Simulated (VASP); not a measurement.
## CdTe: relaxation of cell and atoms with PBEsol

The system is CdTe.

```
Cd Te
1.0
     0.00000    3.24780    3.24780
     3.24780    0.00000    3.24780
     3.24780    3.24780    0.00000
Cd Te
1 1
Direct
  0.00000 0.00000 0.00000
  0.25000 0.25000 0.25000
```

| Item | Value |
| --- | --- |
| Program | VASP 6.6.1 |
| Task | relaxation of cell and atoms |
| Functional | PBEsol |
| Potentials or basis | VASP PAW PBE potentials, release 64 (Cd, Te) |
| Cutoff | 600 eV |
| k mesh | 8 × 8 × 8 |
| Occupations | gaussian, width 0.03 eV |
| Spin | no spin polarisation |
| Further INCAR settings | ALGO = Normal; EDIFF = 1e-07; IBRION = 2; EDIFFG = -0.005; NSW = 90; ISIF = 3 |

* Pressure after relaxing: 0.0 GPa
* Band gap on the k mesh: 0.64 eV, direct

Final structure:
```
Cd Te
1.0
     0.00000    3.24780    3.24780
     3.24780    0.00000    3.24780
     3.24780    3.24780    0.00000
Cd Te
1 1
Cartesian
  0.0000 0.0000 0.0000
  1.6239 1.6239 1.6239
```

Levels at points of the mesh, in eV from the valence-band top:
| k point | band 5 | band 6 | band 7 | band 8 | band 9 | band 10 | band 11 | band 12 | band 13 |
| --- | --- | --- | --- | --- | --- | --- | --- | --- | --- |
| (0.00, 0.00, 0.00) | -7.97 | -7.97 | 0.00 | 0.00 | 0.00 | 0.64 | 4.55 | 4.55 | 4.55 |
| (0.50, 0.00, 0.00) | -7.96 | -7.63 | -4.44 | -0.77 | -0.77 | 1.73 | 5.13 | 5.13 | 6.93 |
| (0.50, 0.50, 0.00) | -7.94 | -7.50 | -4.32 | -1.86 | -1.86 | 2.51 | 2.60 | 8.69 | 9.04 |

Run time: 46 s on 1 thread of Intel(R) Xeon(R) Platinum 8175M CPU @ 2.50GHz (Skylake/Cascade Lake), with other jobs on the host, peak memory 0.25 GiB.

Caveat: the relaxation stopped at its first step, so nothing moved; the PAW data sets were made with another functional, which shifts forces and pressure a little; spin-orbit coupling is left out, which moves the levels of the heavy elements. Expect the measured gap to be larger: semilocal functionals such as PBEsol lack the derivative discontinuity.
